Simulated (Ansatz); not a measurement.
Level of theory: DFT PBE, scalar-relativistic, plane waves, PAW in Ansatz. Settings: cutoff 420 eV, Γ-centred meshes spaced at most about 0.3 Å⁻¹, and about 0.25 Å⁻¹ or finer for metals (2π included), Gaussian smearing. No spin polarisation.

All energies are static (0 K, no zero-point motion).

Two relaxed structures of Si5Mo:

A. Space group F-43m (No. 216), cubic, a = 6.973 Å. Si on a site of symmetry -43m has 12 Si at 2.89 Å and 4 Mo at 3.02 Å; Si on a site of symmetry 3m has 6 Si at 2.46–2.47 Å, 3 Si at 2.89 Å and 3 Mo at 2.89 Å; around Mo lie 16 Si at 2.89–3.02 Å.

B. Space group R-3m (No. 166), trigonal, a = 7.562 Å, c = 7.030 Å. Around Si on a site of symmetry 2/m lie 2 Mo at 2.48 Å and 2 Si at 2.52 Å; around Si on a site of symmetry 3m lie 1 Si at 2.16 Å, 1 Mo at 2.43 Å and 3 Si at 2.52 Å; Mo is surrounded by 8 Si at 2.43–2.48 Å.

Question: Which form is favoured at zero pressure, and by what margin per atom?

Answer: A is lower, by 97 meV/atom. A has space group F-43m (No. 216), 14.1 Å³/atom and no gap on its mesh; B has space group R-3m (No. 166), 19.3 Å³/atom and no gap. Counting Si atoms around Mo (those within 1.25 times the shortest such distance or 1.15 times the sum of covalent radii), A has Mo 16 and B has Mo 8. A and B both hold Si–Si bonds in all directions. The denser one is the lower, and pressure would at first widen the difference. Even the lower one lies +0.48 eV/atom against the reference forms of the elements (uncorrected), so neither is stable at this level. Both come from invented guesses. The lowest form computed isn't among them: it has Si and Mo ordered on hcp sites, space group P-6m2 (No. 187), 14.8 Å³/atom and lies 146 meV/atom below the best shown.

Cells relaxed within their symmetry can be saddle points. Some candidate types were left out of the draw beforehand, so a known form may be missing.
